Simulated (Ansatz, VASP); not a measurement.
One calculation of Pd, two programs

```xyz
2
Lattice="0.0000 2.8427 2.8427 2.8427 0.0000 2.8427 2.8427 2.8427 0.0000" Properties=species:S:1:pos:R:3 pbc="T T T"
Pd   -0.7107   -0.7107   -0.7107
Pd    0.7107    0.7107    0.7107
```

Alike in both runs: functional PBEsol; k mesh 12 × 12 × 12; occupations fermi-dirac, width 0.05 eV; no spin polarisation.

Ansatz relaxed the structure, and its values are those at the end. VASP's run is a single point on that final structure, the one shown.

```csv
,VASP,Ansatz
version,VASP 6.6.1,Ansatz 0.2.0
potentials or method,"VASP PAW PBE potentials, release 64 (Pd)","PAW with Ansatz's default frozen-core files, scalar-relativistic"
plane-wave cutoff (eV),520,420
valence electrons in the cell,20,36
```

Ansatz gave:

* pressure (GPa): 0.0

Question: What did VASP give for the same quantities?

Answer: Pressure (GPa): -0.4.

The functional is the same, so the differences come from potentials, cutoffs and numerics. The two sets of potentials don't hold the same shells in valence.

Caveats: the PAW data sets were made with another functional, which shifts forces and pressure a little (VASP).
